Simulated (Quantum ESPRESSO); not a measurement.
# Sn (Im-3m) in Quantum ESPRESSO: notebook, part 2 of 2

Quantum ESPRESSO 7.5. Earlier steps stand in the parts before.

## Step 3: Phonons, PBEsol

File pw.in:

```
&CONTROL
  calculation = 'scf'
  prefix = 'pwscf'
  outdir = './tmp'
  pseudo_dir = './pseudo'
  tprnfor = .true.
  tstress = .true.
  disk_io = 'low'
/
&SYSTEM
  ibrav = 0
  nat = 1
  ntyp = 1
  ecutwfc = 68
  ecutrho = 544
  nbnd = 13
  occupations = 'smearing'
  smearing = 'mv'
  degauss = 0.01469973
/
&ELECTRONS
  conv_thr = 2d-10
  electron_maxstep = 120
  mixing_beta = 0.5
/
ATOMIC_SPECIES
Sn   118.7100 sn_pbesol_v1.4.uspp.F.UPF
CELL_PARAMETERS angstrom
  -1.8946518192    1.8946518192    1.8946518192
   1.8946518192   -1.8946518192    1.8946518192
   1.8946518192    1.8946518192   -1.8946518192
ATOMIC_POSITIONS crystal
Sn     0.0000000000    0.0000000000    0.0000000000
K_POINTS automatic
10 10 10 0 0 0
```

File relax.in:

```
&CONTROL
  calculation = 'vc-relax'
  prefix = 'pwscf'
  outdir = './tmp'
  pseudo_dir = './pseudo'
  tprnfor = .true.
  tstress = .true.
  disk_io = 'low'
  nstep = 40
  forc_conv_thr = 0.0001
  etot_conv_thr = 1d-06
/
&SYSTEM
  ibrav = 0
  nat = 1
  ntyp = 1
  ecutwfc = 68
  ecutrho = 544
  nbnd = 13
  occupations = 'smearing'
  smearing = 'mv'
  degauss = 0.01469973
/
&ELECTRONS
  conv_thr = 2d-10
  electron_maxstep = 120
  mixing_beta = 0.5
/
&IONS
  ion_dynamics = 'bfgs'
/
&CELL
  cell_dynamics = 'bfgs'
  press = 0
  press_conv_thr = 0.2
/
ATOMIC_SPECIES
Sn   118.7100 sn_pbesol_v1.4.uspp.F.UPF
CELL_PARAMETERS angstrom
  -1.8946518192    1.8946518192    1.8946518192
   1.8946518192   -1.8946518192    1.8946518192
   1.8946518192    1.8946518192   -1.8946518192
ATOMIC_POSITIONS crystal
Sn     0.0000000000    0.0000000000    0.0000000000
K_POINTS automatic
10 10 10 0 0 0
```

File scf2.in:

```
&CONTROL
  calculation = 'scf'
  prefix = 'pwscf'
  outdir = './tmp'
  pseudo_dir = './pseudo'
  tprnfor = .true.
  tstress = .true.
  disk_io = 'low'
/
&SYSTEM
  ibrav = 0
  nat = 1
  ntyp = 1
  ecutwfc = 68
  ecutrho = 544
  nbnd = 13
  occupations = 'smearing'
  smearing = 'mv'
  degauss = 0.01469973
/
&ELECTRONS
  conv_thr = 1d-13
  electron_maxstep = 120
  mixing_beta = 0.5
  startingpot = 'file'
  startingwfc = 'file'
/
ATOMIC_SPECIES
Sn   118.7100 sn_pbesol_v1.4.uspp.F.UPF
CELL_PARAMETERS angstrom
  -1.8602213952    1.8602213952    1.8602213952
   1.8602213952   -1.8602213952    1.8602213952
   1.8602213952    1.8602213952   -1.8602213952
ATOMIC_POSITIONS crystal
Sn     0.0000000000    0.0000000000    0.0000000000
K_POINTS automatic
10 10 10 0 0 0
```

File ph.in:

```
phonons of Sn
&INPUTPH
  prefix = 'pwscf'
  outdir = './tmp'
  tr2_ph = 1d-18
  fildyn = 'dyn'
  niter_ph = 90
  alpha_mix(1) = 0.4
/
-0.0000000000 0.8660254038 -0.0000000000
```

Potentials or basis: GBRV 1.5 PBEsol.

Launch:

```
OMP_NUM_THREADS=1 pw.x -in pw.in > pw.out
OMP_NUM_THREADS=1 pw.x -in relax.in > relax.out
OMP_NUM_THREADS=1 pw.x -in scf2.in > scf2.out
OMP_NUM_THREADS=1 ph.x -in ph.in > ph.out
```

pw.out:

```text
This program is part of the open-source Quantum ESPRESSO suite
     for quantum simulation of materials; please cite
[... 9 lines left out ...]
     --------------------
     sticks:   dense  smooth     PW     G-vecs:    dense   smooth      PW
     Sum        1563     785    277                39327    13835    2899

     Using Slab Decomposition

     bravais-lattice index     =            0
     lattice parameter (alat)  =       6.2014  a.u.
     unit-cell volume          =     183.5882 (a.u.)^3
     number of atoms/cell      =            1
     number of atomic types    =            1
     number of electrons       =        14.00
     number of Kohn-Sham states=           13
     kinetic-energy cutoff     =      68.0000  Ry
     charge density cutoff     =     544.0000  Ry
     scf convergence threshold =      2.0E-10
     mixing beta               =       0.5000
     number of iterations used =            8  plain     mixing
     Exchange-correlation= SLA  PW   PSX  PSC
                           (   1   4  10   8   0   0   0)

     celldm(1)=   6.201388  celldm(2)=   0.000000  celldm(3)=   0.000000
     celldm(4)=   0.000000  celldm(5)=   0.000000  celldm(6)=   0.000000

     crystal axes: (cart. coord. in units of alat)
               a(1) = (  -0.577350   0.577350   0.577350 )
               a(2) = (   0.577350  -0.577350   0.577350 )
[... 81 lines left out ...]
     Dense  grid:    39327 G-vectors     FFT dimensions: (  48,  48,  48)

     Smooth grid:    13835 G-vectors     FFT dimensions: (  36,  36,  36)

     Initial potential from superposition of free atoms

     starting charge      13.0000, renormalised to      14.0000
     Starting wfcs are    9 randomized atomic wfcs +    4 random wfcs

     Self-consistent Calculation

     iteration #  1     ecut=    68.00 Ry     beta= 0.50
     Davidson diagonalization with overlap
     ethr =  1.00E-02,  avg # of iterations =  7.7

     total energy              =    -158.64258732 Ry
     estimated scf accuracy    <       1.17059377 Ry
[... 19 lines left out ...]
     total energy              =    -158.91653677 Ry
     estimated scf accuracy    <       0.00032498 Ry

     iteration #  5     ecut=    68.00 Ry     beta= 0.50
     Davidson diagonalization with overlap
     c_bands:  1 eigenvalues not converged
     ethr =  2.32E-06,  avg # of iterations =  4.2

     total energy              =    -158.91665537 Ry
     estimated scf accuracy    <       0.00002358 Ry

     iteration #  6     ecut=    68.00 Ry     beta= 0.50
     Davidson diagonalization with overlap
     ethr =  1.68E-07,  avg # of iterations =  1.5
[... 25 lines left out ...]
     iteration # 10     ecut=    68.00 Ry     beta= 0.50
     Davidson diagonalization with overlap
     ethr =  1.95E-11,  avg # of iterations =  2.0

     End of self-consistent calculation

          k = 0.0000 0.0000 0.0000 (  1745 PWs)   bands (ev):

   -10.7896 -10.7896 -10.7896 -10.6508 -10.6508  -0.3933  18.6366  18.6366
    18.6366  23.0194  23.0194  23.0194  23.4073
[... 228 lines left out ...]
   -10.8099 -10.8099 -10.5871 -10.5871 -10.5871   8.1877  10.2231  10.2231
    10.2231  14.5372  14.5372  29.5109  31.0046

     the Fermi energy is    10.6728 ev

!    total energy              =    -158.91665244 Ry
     estimated scf accuracy    <          1.2E-11 Ry
     smearing contrib. (-TS)   =      -0.00027302 Ry
     internal energy E=F+TS    =    -158.91637943 Ry

     The total energy is F=E-TS. E is the sum of the following terms:
     one-electron contribution =     -53.82379638 Ry
     hartree contribution      =      37.05592292 Ry
     xc contribution           =     -42.53741123 Ry
     ewald contribution        =     -99.61109473 Ry

     convergence has been achieved in  10 iterations

     Forces acting on atoms (cartesian axes, Ry/au):

     atom    1 type  1   force =     0.00000000    0.00000000    0.00000000

     Total force =     0.000000     Total SCF correction =     0.000000

     Computing stress (Cartesian axis) and pressure

          total   stress  (Ry/bohr**3)                   (kbar)     P=      -24.77
  -0.00016836  -0.00000000   0.00000000          -24.77       -0.00        0.00
  -0.00000000  -0.00016836  -0.00000000           -0.00      -24.77       -0.00
  -0.00000000   0.00000000  -0.00016836           -0.00        0.00      -24.77

=------------------------------------------------------------------------------=
   JOB DONE.
=------------------------------------------------------------------------------=
```

relax.out:

```text
This program is part of the open-source Quantum ESPRESSO suite
     for quantum simulation of materials; please cite
[... 9 lines left out ...]
     --------------------
     sticks:   dense  smooth     PW     G-vecs:    dense   smooth      PW
     Sum        1563     785    277                39327    13835    2899
[... 2338 lines left out ...]
   0.00001218  -0.00000000  -0.00000000            1.79       -0.00       -0.00
  -0.00000000   0.00001218  -0.00000000           -0.00        1.79       -0.00
  -0.00000000  -0.00000000   0.00001218           -0.00       -0.00        1.79

=------------------------------------------------------------------------------=
   JOB DONE.
=------------------------------------------------------------------------------=
```

scf2.out:

```text
This program is part of the open-source Quantum ESPRESSO suite
     for quantum simulation of materials; please cite
[... 9 lines left out ...]
     --------------------
     sticks:   dense  smooth     PW     G-vecs:    dense   smooth      PW
     Sum        1511     749    265                37215    13115    2779
[... 393 lines left out ...]
   0.00001199   0.00000000   0.00000000            1.76        0.00        0.00
   0.00000000   0.00001199   0.00000000            0.00        1.76        0.00
   0.00000000   0.00000000   0.00001199            0.00        0.00        1.76

=------------------------------------------------------------------------------=
   JOB DONE.
=------------------------------------------------------------------------------=
```

It took 3.8 min on 1 thread of Intel Xeon Platinum 8488C (Sapphire Rapids), shared host; peak memory 0.19 GiB.

What came out:

```yaml
Free_energy: -2162.1803 eV
Relaxed_volume: 25.75 Å³/atom
Relaxed_cell: a = 3.222 Å, b = 3.222 Å, c = 3.222 Å, α = 109.47°, β = 109.47°, γ = 109.47°
Space_group_after_relaxing_to_0.05_Å: Im-3m (No. 229)
Pressure_after_relaxing: 0.2 GPa
Band_gap_on_the_k_mesh: none (metal or under the smearing width)
Highest_phonon_frequency_at_the_q_point_run: 111 cm⁻¹
```

Step by step:
```csv
step,energy change (eV),largest force (eV/Å),pressure (GPa),volume (Å³)
1,0.0000,0.0000,-2.48,27.20
2,-0.0047,0.0000,-2.00,26.86
3,-0.0097,0.0000,-1.15,26.36
4,-0.0120,0.0000,0.09,25.70
5,-0.0120,0.0000,0.00,25.75
```

Final structure:
```xyz
1
Lattice="-1.8602 1.8602 1.8602 1.8602 -1.8602 1.8602 1.8602 1.8602 -1.8602" Properties=species:S:1:pos:R:3 pbc="T T T"
Sn    0.0000    0.0000    0.0000
```

Phonon frequencies in cm⁻¹ (negative: imaginary):
| q point | frequencies |
| --- | --- |
| (0.500, -0.500, 0.500) | 111 111 111 |

Phonon modes at q = (0.500, -0.500, 0.500) in reciprocal lattice units:
```
mode  symmetry  cm⁻¹
   1      T_1u   111
   2      T_1u   111
   3      T_1u   111
```
